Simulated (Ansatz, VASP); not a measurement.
# CdS in VASP and in Ansatz

```
CELL_PARAMETERS angstrom
0.00000 2.94295 2.91352
2.94295 0.00000 2.91352
2.94295 2.94295 0.00000
ATOMIC_POSITIONS crystal
Cd 0.00000 0.00000 0.00000
S 0.75000 0.75000 0.75000
```

Change from the starting cell: zz strain of -1 %, crystal datasets.

Alike in both runs: task electric field gradients; functional PBEsol; k mesh 7 × 7 × 7; occupations fermi-dirac, width 0.02 eV; no spin polarisation.

|  | VASP | Ansatz |
| --- | --- | --- |
| version | VASP 6.6.1 | Ansatz 0.2.0 |
| potentials or method | VASP PAW PBE potentials, release 64 (Cd, S), cutoff 520 eV | all-electron PAW with datasets made for the crystal, scalar-relativistic |

VASP gave:

* gap on the k mesh at the Fermi level (eV): 0.95
* pressure (GPa): -0.9
* largest component of the traceless stress (GPa): 0.13
* Vzz of the field gradient on the site that differs most (V/Å²): 3.1

Problem. Estimate Ansatz's values.

Solution. gap on the k mesh at the Fermi level (eV): 0.95; pressure (GPa): -1.2; largest component of the traceless stress (GPa): 0.14; Vzz of the field gradient on the site that differs most (V/Å²): 3.3.

Ansatz ran all-electron here, so the differences hold the error of VASP's frozen core and of both bases. Ansatz warned: «gradients_without_spin_orbit».

Caveats: the PAW data sets were made with another functional, which shifts forces and pressure a little (VASP).
